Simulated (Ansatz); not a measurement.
**Equation of state of YN under PBEsol**

The structure is cubic, space group Fm-3m (No. 225). The conventional cell has a = 4.877 Å, b = 4.877 Å, c = 4.877 Å, α = 90.00°, β = 90.00°, γ = 90.00°. Y (site symmetry m-3m) is surrounded by 6 N at 2.44 Å. N (site symmetry m-3m) has 6 Y at 2.44 Å as nearest neighbours.

The cell was scaled at fixed shape and fractions and run with Ansatz, Ansatz PAW, cutoff 420 eV; PBEsol, k mesh 9 × 9 × 9 on the cell of 2 atoms, fermi-dirac occupations of 0.05 eV, no spin polarisation, no spin-orbit coupling. The potentials were made for PBE. Energies are those that the program minimises, any entropy of the smearing included.

```csv
V (Å³/atom),energy over the lowest row (meV/atom)
13.6300,18.80
13.9200,5.77
14.2100,0.00
14.5000,0.82
14.7900,7.45
15.0800,?
15.3700,36.13
```

Task: Fit the third-order Birch-Murnaghan form, give V0, B0 and B′, and predict the energy left open.

Result: With y = (V0/V)^(2/3), E = E0 + (9 V0 B0/16) [(y - 1)³ B′ + (y - 1)² (6 - 4y)]. Least squares through the rows shown give V0 = 14.3173 Å³/atom, E0 = -0.42 meV, B0 = 171.3 GPa (1 eV/Å³ = 160.218 GPa) and B′ = 4.25, with a largest miss of 0.02 meV. At V = 15.0800 the form with these constants gives 19.41 meV; the run gave 19.44 meV an atom. Other set-ups at this level, from all their volumes (Å³/atom, GPa): Ansatz, all-electron LAPW, scalar-relativistic: V0 14.320, B0 170.9.
